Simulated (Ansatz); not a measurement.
Set up this calculation in Ansatz 0.2.0, as the native input.

```yaml
Task: band structure
Functional: PBE
Potentials_or_basis: Ansatz PAW
Cutoff: "420 eV (not typed: the program's choice for these potentials)"
k_mesh: 12 × 12 × 3
Occupations: fermi-dirac, width 0.05 eV
Spin: no spin polarisation
Path: "[[\"G\", \"M\", \"K\", \"G\", \"A\", \"L\", \"H\", \"A\"], [\"L\", \"M\"], [\"K\", \"H\"]]"
Points_for_each_segment_of_the_path: 10
```

C:

```
C
1.0
     2.52210    0.00000    0.00000
    -1.26105    2.18420    0.00000
     0.00000    0.00000   12.35570
C
12
Direct
  0.66667 0.33333 0.35417
  0.33333 0.66667 0.85417
  0.66667 0.33333 0.14583
  0.33333 0.66667 0.64583
  0.66667 0.33333 0.47917
  0.33333 0.66667 0.97917
  0.66667 0.33333 0.02083
  0.33333 0.66667 0.52083
  0.00000 0.00000 0.81250
  0.00000 0.00000 0.31250
  0.00000 0.00000 0.68750
  0.00000 0.00000 0.18750
```

This is a hexagonal form of diamond, not graphite.

The input as run:

input.yaml

```yaml
crystal:
  lattice:
    - [2.5221, 0.0, 0.0]
    - [-1.26105, 2.1842026709, 0.0]
    - [0.0, 0.0, 12.3557]
  atoms:
    - { symbol: C, position: [0.6666666667, 0.3333333333, 0.35417] }
    - { symbol: C, position: [0.3333333333, 0.6666666667, 0.85417] }
    - { symbol: C, position: [0.6666666667, 0.3333333333, 0.14583] }
    - { symbol: C, position: [0.3333333333, 0.6666666667, 0.64583] }
    - { symbol: C, position: [0.6666666667, 0.3333333333, 0.47917] }
    - { symbol: C, position: [0.3333333333, 0.6666666667, 0.97917] }
    - { symbol: C, position: [0.6666666667, 0.3333333333, 0.02083] }
    - { symbol: C, position: [0.3333333333, 0.6666666667, 0.52083] }
    - { symbol: C, position: [0.0, 0.0, 0.8125] }
    - { symbol: C, position: [0.0, 0.0, 0.3125] }
    - { symbol: C, position: [0.0, 0.0, 0.6875] }
    - { symbol: C, position: [0.0, 0.0, 0.1875] }
hamiltonian:
  xc: pbe
  pseudopotentials: { kind: paw }
kpoints:
  mp_grid: { grid: [12, 12, 3] }
  band_path:
    path:
      - [[0.0, 0.0, 0.0], [0.5, 0.0, 0.0], [0.3333333333, 0.3333333333, 0.0], [0.0, 0.0, 0.0], [0.0, 0.0, 0.5], [0.5, 0.0, 0.5], [0.3333333333, 0.3333333333, 0.5], [0.0, 0.0, 0.5]]
      - [[0.5, 0.0, 0.5], [0.5, 0.0, 0.0]]
      - [[0.3333333333, 0.3333333333, 0.0], [0.3333333333, 0.3333333333, 0.5]]
    npoints: 10
scf:
  occupations: { method: fermi_dirac, width: 0.05 }
  n_extra_bands: 30
output:
  forces: true
  stress: true
  eigenvalues: true
  fatbands: false
```

Potentials or basis: Ansatz PAW.

Command:

```bash
$ ansatz run input.yaml --threads 4 --pin off --max-ram 11264MiB --backend cpu --events-out ev --progress --plain --runs-dir out
```

It gave:

```yaml
Pressure: 2.1 GPa
Largest_force: 0.331 eV/Å
Band_gap_on_the_k_mesh: 4.39 eV, indirect (least direct gap 5.31 eV)
Band_gap_along_the_path: 4.37 eV, indirect (least direct gap 5.31 eV)
```

Caveat: the pressure holds a Pulay correction of +1.0 GPa for the finite cutoff.

It took 5.8 s on 4 threads of Intel(R) Xeon(R) Processor @ 2.70GHz, with other jobs on the host, peak memory 0.47 GiB.
